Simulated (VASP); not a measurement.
# LiCl (P6_3/mmc) in VASP: notebook

One crystal, LiCl, is run at these levels: PBE, HSE06; tasks: single point.

Program: VASP 6.6.1. These are calculated values, not measurements. Logs are shortened: lines on timing, memory, paths and dates and some standing lists are left out, and cuts for length are marked.

### Step 1. The crystal as given

It takes space group P6_3/mmc (No. 194, hexagonal). The conventional cell has a = 4.162 Å, b = 4.162 Å, c = 5.233 Å, α = 90.00°, β = 90.00°, γ = 120.00°. Around Li (site symmetry -6m2) lie 5 Cl at 2.40 to 2.62 Å. Cl (site symmetry -6m2) has 5 Li at 2.40 to 2.62 Å as nearest neighbours.

The cell was built by a generator and needn't be a form met in nature.

### Step 2. Single point, PBE

The input, INCAR:

```
PREC = Accurate ; ENCUT = 520
EDIFF = 1E-7 ; ISMEAR = 0
SIGMA = 0.01 ; LREAL = F
LASPH = T ; NELM = 100
ALGO = Normal ; ISIF = 2
LWAVE = F ; LCHARG = T
GGA = PE ; LELF = T
LVHAR = T ; NBANDS = 18
```

The input, KPOINTS:

```
Automatic mesh
0
Gamma
  6 6 4
```

The input, POSCAR:

```
LiCl
1.0
    4.1618736060      0.0000000000      0.0000000000
   -2.0809368030      3.6042882701      0.0000000000
    0.0000000000      0.0000000000      5.2325458168
Li Cl
2 2
Direct
    0.3333333333      0.6666666667      0.2500000000
    0.6666666667      0.3333333333      0.7500000000
    0.6666666667      0.3333333333      0.2500000000
    0.3333333333      0.6666666667      0.7500000000
```

Potentials or basis: VASP PAW PBE potentials, release 64 (Li_sv, Cl).

Run with:

```
$ cat potpaw_PBE.64/Li_sv/POTCAR potpaw_PBE.64/Cl/POTCAR > POTCAR
$ mpirun -np 1 vasp_std > vasp.out
```

OUTCAR:

```text
PREC = Accurate
   ENCUT = 520
   EDIFF = 1E-7
   ISMEAR = 0
   LREAL = F
   LASPH = T
   NELM = 100
   ISIF = 2
   GGA = PE

 ion  position               nearest neighbor table
   1  0.333  0.667  0.250-   3 2.40   3 2.40   3 2.40   4 2.62   4 2.62
   2  0.667  0.333  0.750-   4 2.40   4 2.40   4 2.40   3 2.62   3 2.62
   3  0.667  0.333  0.250-   1 2.40   1 2.40   1 2.40   2 2.62   2 2.62
   4  0.333  0.667  0.750-   2 2.40   2 2.40   2 2.40   1 2.62   1 2.62

  LATTYP: Found a hexagonal cell.
 ALAT       =     4.1618736060
 C/A-ratio  =     1.2572572625

  Lattice vectors:

 A1 = (   4.1618736060,   0.0000000000,   0.0000000000)
 A2 = (  -2.0809368030,   3.6042882701,   0.0000000000)
 A3 = (   0.0000000000,   0.0000000000,   5.2325458168)

Analysis of symmetry for initial positions (statically):
=====================================================================
 Subroutine PRICEL returns:
 Original cell was already a primitive cell.

 Routine SETGRP: Setting up the symmetry group for a
 hexagonal supercell.

 Subroutine GETGRP returns: Found 24 space group operations
 (whereof 12 operations were pure point group operations)
 out of a pool of 24 trial point group operations.

The static configuration has the point symmetry D_3d.
 The point group associated with its full space group is D_6h.

Analysis of symmetry for dynamics (positions and initial velocities):
=====================================================================
 Subroutine PRICEL returns:
 Original cell was already a primitive cell.

 Routine SETGRP: Setting up the symmetry group for a
 hexagonal supercell.

 Subroutine GETGRP returns: Found 24 space group operations
 (whereof 12 operations were pure point group operations)
 out of a pool of 24 trial point group operations.

The dynamic configuration has the point symmetry D_3d.
 The point group associated with its full space group is D_6h.

 Subroutine INISYM returns: Found 24 space group operations
 (whereof 12 operations are pure point group operations),
 and found     1 'primitive' translations

----------------------------------------------------------------------------------------

                                     Primitive cell

  volume of cell :      78.4913

  direct lattice vectors                    reciprocal lattice vectors
     4.161873606  0.000000000  0.000000000     0.240276398  0.138723643  0.000000000
    -2.080936803  3.604288270  0.000000000     0.000000000  0.277447286  0.000000000
[... 87 lines left out ...]
   EDIFFG = 0.1E-05   stopping-criterion for IOM
   NSW    =      0    number of steps for IOM
   IBRION =     -1    ionic relax: 0-MD 1-quasi-New 2-CG
   NFREE  =      0    steps in history (QN), initial steepest desc. (CG)
   ISIF   =      2    stress and relaxation
   ISYM   =      2    0-nonsym 1-usesym 2-fastsym
   POTIM  = 0.5000    time-step for ionic-motion
   TEBEG  =    0.0;   TEEND  =   0.0 temperature during run
   PSTRESS=    0.0 pullay stress
   NELECT =      20.0000    total number of electrons
   NUPDOWN=      -1.0000    fix difference up-down
   EMIN   =  10.00;   EMAX   =-10.00  energy-range for DOS
   EFERMI =   0.00;   METHOD = LEGACY
   ISMEAR =     0;   SIGMA  =   0.01  broadening in eV -4-tet -1-fermi 0-gaus
   EFERMI_NEDOS =   21; number of points for ismear=-14 and -15
   IALGO  =     38    algorithm
   IMIX   =      4    mixing-type and parameters
     AMIX     =   0.40;   BMIX     =  1.00
     AMIX_MAG =   1.60;   BMIX_MAG =  1.00
  volume/ion in A,a.u.               =      19.62       132.42
  Fermi-wavevector in a.u.,A,eV,Ry     =   1.037873  1.961296 14.655938  1.077181
  Thomas-Fermi vector in A             =   2.172331
   LORBIT       =      0    0 simple, 1 ext, 2 COOP (PROOUT), +10 PAW based schemes
   GGA     = PE    functional components
   LHFCALC =     F    Hartree Fock is set to
   AEXX    =    0.0000 exact exchange contribution
   IVDW    =     0    specifies the selected vdW correction
   LEPSILON=     F    determine dielectric tensor
   LRPA    =     F    only Hartree local field effects (RPA)
 non-spin polarized calculation
 Gauss-broadening in eV      SIGMA  =   0.01
  energy-cutoff  :      520.00
  volume of cell :       78.49
 maximum number of plane-waves:      2149
 NGX is ok and might be reduce to    32
   NGX = 15   NGY = 15   NGZ = 19

 number of electron      19.9999992 magnetization

 Free energy of the ion-electron system (eV)
  ---------------------------------------------------
  ext. energy  EPLUGINS =         0.00000000
  ---------------------------------------------------
  free energy    TOTEN  =       -14.78527975 eV

  energy without entropy =      -14.78527975  energy(sigma->0) =      -14.78527975

 E-fermi :  -0.2518     XC(G=0):  -7.9004

 val. band max:       -0.3461470748   @ k =   0.0000   0.0000   0.0000
 cond. band min:       5.3136087025   @ k =   0.0000   0.0000   0.0000
 fundamental gap:      5.6597557773
 Fermi energy:        -0.2517680940

 k-point     1 :       0.0000    0.0000    0.0000
  band No.  band energies     occupation
      1     -43.8675      2.00000
      2     -43.8639      2.00000
      3     -13.6974      2.00000
      4     -12.9670      2.00000
      5      -3.1392      2.00000
      6      -1.7241      2.00000
[... 418 lines left out ...]
      5      -2.6788      2.00000
      6      -2.6788      2.00000
[... 10 lines left out ...]
     17      11.4662      0.00000
     18      11.4665      0.00000

------------------------ aborting loop because EDIFF is reached ----------------------------------------

  FORCE on cell =-STRESS in cart. coord.  units (eV):
  Direction    XX          YY          ZZ          XY          YZ          ZX
  --------------------------------------------------------------------------------------
  -------------------------------------------------------------------------------------
  Total        0.2549796      0.2549796      0.2714990      0.0000000      0.0000000      0.0000000
  in kB        5.2046855      5.2046855      5.5418841      0.0000000      0.0000000      0.0000000
  external PRESSURE =       5.3170850 kB  Pullay stress =       0.0000000 kB

 VOLUME and BASIS-vectors are now :
 -----------------------------------------------------------------------------
  energy-cutoff  :      520.00
  volume of cell :       78.49
      direct lattice vectors                 reciprocal lattice vectors
     4.161873606  0.000000000  0.000000000     0.240276398  0.138723643  0.000000000
    -2.080936803  3.604288270  0.000000000     0.000000000  0.277447286  0.000000000
     0.000000000  0.000000000  5.232545817     0.000000000  0.000000000  0.191111561

 POSITION                                       TOTAL-FORCE (eV/Angst)
 -----------------------------------------------------------------------------------
     -0.00000      2.40286      1.30814         0.000000     -0.000000      0.000000
      2.08094      1.20143      3.92441        -0.000000      0.000000      0.000000
      2.08094      1.20143      1.30814         0.000000      0.000000      0.000000
     -0.00000      2.40286      3.92441         0.000000     -0.000000      0.000000
 -----------------------------------------------------------------------------------
    total drift:                               -0.000000      0.000000     -0.000000

  FREE ENERGIE OF THE ION-ELECTRON SYSTEM (eV)
  ---------------------------------------------------
  free  energy   TOTEN  =       -14.7852797492 eV

  energy  without entropy=      -14.7852797492  energy(sigma->0) =      -14.78527975
```

stdout:

```text
POSCAR found type information on POSCAR LiCl
 POSCAR found :  2 types and       4 ions
 scaLAPACK will be used
 LDA part: xc-table for (Slater+PW92), standard interpolation
 POSCAR, INCAR and KPOINTS ok, starting setup
 FFT: planning ... GRIDC
 FFT: planning ... GRID_SOFT
 FFT: planning ... GRID
 WAVECAR not read
 entering main loop
```

It took 17 s on 1 thread of Intel Xeon Platinum 8488C (Sapphire Rapids), shared host; peak memory 0.18 GiB.

What came out:

```yaml
Free_energy: -14.7853 eV
Band_gap_on_the_k_mesh: 5.66 eV, direct
```

Levels at points of the mesh, in eV from the valence-band top:
```tsv
k point	band 8	band 9	band 10	band 11	band 12	band 13
(0.00, 0.00, 0.00)	-0.60	-0.60	0.00	5.66	8.02	8.79
(0.50, 0.00, 0.00)	-1.41	-0.99	-0.65	7.29	8.48	8.90
(0.00, 0.00, 0.50)	-1.00	-1.00	-1.00	7.61	7.61	8.81
(0.50, 0.00, 0.50)	-1.32	-0.49	-0.49	7.23	7.23	9.25
```

Caveat: the cutoff is under 1.25 times the usual one of these potentials, so pressure, stress and relaxed cells hold a basis-set (Pulay) error.

[end of part 1 of 2]
